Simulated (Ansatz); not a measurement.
# AlCo: how the free axis answers a strain

AlCo, Pm-3m, a = 2.823 Å. The structure is a Materials Project entry; whether it is the stable form wasn't checked. Ansatz: PBEsol, PAW, 420 eV, Γ-centred 18×18×18 mesh on 2 atoms, Gaussian smearing 0.10 eV; no spin polarisation. Series: biaxial strain in the a-b plane, c and atoms relaxed; x is the strain in per cent. y is the change of c in per cent of 2.823 Å.

```tsv
x (%)	y (%)
-3.0	?
-2.0	2.09
-1.0	0.90
0.0	0.00
1.0	-0.76
2.0	-1.44
3.0	-2.07
```

Task: Fit y = c1 x + c2 x² to the other rows, say what c1 measures, and predict the missing y.

Result: Least squares on the rows shown. y = −0.8846 x + 0.06951 x². With no stress along c, c1 = −2C12/C11 = -0.885. With a term in x³ added, the coefficient of x becomes -0.8301, 6 % less, which shows how far this figure hangs on the form. At x = -3.0 the fit asked for gives 3.28 %. The run gave 3.49 %, so the fit is 0.21 % too low, 3.8 % of the span of the series, against an rms of 0.05 % on the fitted rows. The row lies outside the fitted range. With a term in x³ added, a fit to the same known rows predicts 3.55 %, so most of the miss is curvature that the known rows already hold.